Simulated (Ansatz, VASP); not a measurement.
**InP: VASP beside Ansatz**

```xyz
2
Lattice="0.0000 2.9305 2.9305 2.9305 0.0000 2.9305 2.9305 2.9305 0.0000" Properties=species:S:1:pos:R:3 pbc="T T T"
In    0.0000    0.0000    0.0000
P     1.4652    1.4652    1.4652
```

Alike in both runs: task single point; functional PBE; k mesh 4 × 4 × 4; no spin polarisation.

|  | VASP | Ansatz |
| --- | --- | --- |
| version | VASP 6.6.1 | Ansatz 0.2.0 |
| potentials or method | VASP PAW PBE potentials, release 64 (In_d, P) | plane waves, PAW |
| plane-wave cutoff (eV) | 520 | 550 |
| occupations | gaussian, width 0.01 eV | fixed |
| valence electrons in the cell | 18 | 18 |

|  | VASP | Ansatz | Ansatz less VASP |
| --- | --- | --- | --- |
| gap on the k mesh at the Fermi level (eV) | 0.70 | 0.70 | +0.003 |

Caveats: the k mesh is coarse (spacing up to 0.46 Å⁻¹), so the values aren't converged; spin-orbit coupling is left out, which moves the levels of the heavy elements. Expect the measured gap to be larger: semilocal functionals such as PBE lack the derivative discontinuity.
